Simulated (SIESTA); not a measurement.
PbS under changes of volume

One of the cells (26.686 Å³/atom); the others are scaled copies at fixed shape and fractional positions:

```
CELL_PARAMETERS angstrom
2.11266 1.21975 3.45192
-2.11266 1.21975 3.45192
0.00000 -2.43949 3.45192
ATOMIC_POSITIONS crystal
Pb 0.98057 0.98057 0.98057
S 0.47504 0.47504 0.47504
```

The cell is a database's computed one.

| Quantity | Value |
| --- | --- |
| Program | SIESTA 5.4.2 |
| Functional | PBEsol |
| Potentials or basis | PseudoDojo 0.4 standard (PBEsol files) |
| Basis | DZP (energy shift 0.003 Ry; two zetas on semicore shells) |
| Grid cutoff | 500 Ry |
| Energy shift | 0.003 Ry |
| k mesh | 8 × 8 × 8 |
| Occupations | fermi-dirac, width 0.05 eV |
| Spin | no spin polarisation |

```csv
volume (Å³/atom),energy over the lowest point (meV/atom),pressure (GPa),gap on the mesh (eV),largest force (eV/Å)
25.085,?,?,?,?
25.618,1.60,1.1,0.28,0.057
26.152,0.00,-0.1,0.35,0.046
26.686,2.28,-1.2,0.42,0.034
27.220,8.15,-2.3,0.48,0.023
27.753,17.28,-3.2,0.53,0.014
28.287,29.18,-4.0,0.59,0.003
```

Problem. What does the run at 25.085 Å³/atom give?

Solution. Energy over the lowest point 7.75 meV/atom; pressure 2.5 GPa; gap on the mesh 0.20 eV; largest force 0.071 eV/Å.

Worked out: A Birch-Murnaghan fit of order 3 (a polynomial in V^(-2/3)) to the other rows has its minimum at 26.10 Å³/atom with B0 = V·E''(V) = 59 GPa and B' = 4.2 at fixed shape and positions, which overstates the stiffness. It gives 7.64 meV/atom at 25.085 Å³/atom, against the run's 7.75, and -dE/dV = 2.5 GPa, against 2.5. A straight line through the other rows of the gap, of slope 3.1 eV per unit of ln V (its deformation potential), extrapolates to 0.22 eV, against the run's 0.20.

Energies are extrapolated to zero smearing.

Caveats: spin-orbit coupling is left out, which as a rule narrows the gap of such compounds by several tenths of an eV; the basis of atomic orbitals isn't converged, which shifts pressures, moduli and gaps.

A mesh can miss the band edges.
